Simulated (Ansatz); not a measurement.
A run of Ansatz 0.2.0 is set up as follows.

File input.yaml:

```yaml
crystal:
  lattice:
    - [3.5182, 0.0, 0.0]
    - [-1.7591, 3.0468505756, 0.0]
    - [0.0, 0.0, 13.9736]
  atoms:
    - { symbol: Te, position: [0.6666666667, 0.3333333333, 0.379] }
    - { symbol: Te, position: [0.3333333333, 0.6666666667, 0.879] }
    - { symbol: Te, position: [0.6666666667, 0.3333333333, 0.121] }
    - { symbol: Te, position: [0.3333333333, 0.6666666667, 0.621] }
    - { symbol: Mo, position: [0.6666666667, 0.3333333333, 0.75] }
    - { symbol: Mo, position: [0.3333333333, 0.6666666667, 0.25] }
hamiltonian:
  xc: rpbe
  pseudopotentials: { kind: paw }
kpoints:
  mp_grid: { grid: [9, 9, 2] }
  band_path:
    path:
      - [[0.0, 0.0, 0.0], [0.5, 0.0, 0.0], [0.3333333333, 0.3333333333, 0.0], [0.0, 0.0, 0.0], [0.0, 0.0, 0.5], [0.5, 0.0, 0.5], [0.3333333333, 0.3333333333, 0.5], [0.0, 0.0, 0.5]]
      - [[0.5, 0.0, 0.5], [0.5, 0.0, 0.0]]
      - [[0.3333333333, 0.3333333333, 0.0], [0.3333333333, 0.3333333333, 0.5]]
    npoints: 14
scf:
  occupations: { method: fermi_dirac, width: 0.05 }
  n_extra_bands: 15
output:
  forces: true
  stress: true
  eigenvalues: true
  fatbands: false
```

Potentials or basis: Ansatz PAW.

Run with:

```sh
$ ansatz run input.yaml --threads 2 --pin off --max-ram 5632MiB --backend cpu --events-out ev --progress --plain --runs-dir out
```

What does it give for the band gap on the k mesh?

0.81 eV, indirect (least direct gap 1.04 eV).

Predict the band gap along the path.

0.74 eV, indirect (least direct gap 1.04 eV).

Forces in eV/Å, atoms in the order of the input:
```
Te   0.000  0.000  0.259
Te   0.000  0.000  0.259
Te   0.000  0.000 -0.259
Te   0.000  0.000 -0.259
Mo   0.000  0.000  0.000
Mo   0.000  0.000  0.000
```

Caveat: the k mesh misses the band edges, so the gap on the mesh is wider than the one along the path; spin-orbit coupling is left out, which moves the levels of the heavy elements; the PAW data sets come from PBE, with cores solved anew for the run's functional, which leaves a small shift of forces and pressure.

**The experiment to reproduce.**

“Broadband infrared study of pressure-tunable Fano resonance and metallization transition in 2H-MoTe2”, 2022, pmc:9569381 quotes, for a bulk crystal of Te2Mo at 300 K: band gap 0.88 ± 0.05 eV (indirect).

A measured gap of Te2Mo is 0.88 eV (indirect; 300 K; quoted in “Broadband infrared study of pressure-tunable Fano resonance and metallization transition in 2H-MoTe2”, 2022, pmc:9569381); the calculated 0.74 eV misses it by -0.14 eV. Spin-orbit coupling on Mo, Te is left out. The value is that of RPBE, without temperature or zero-point motion. Semilocal functionals fall short of measured gaps as a rule.
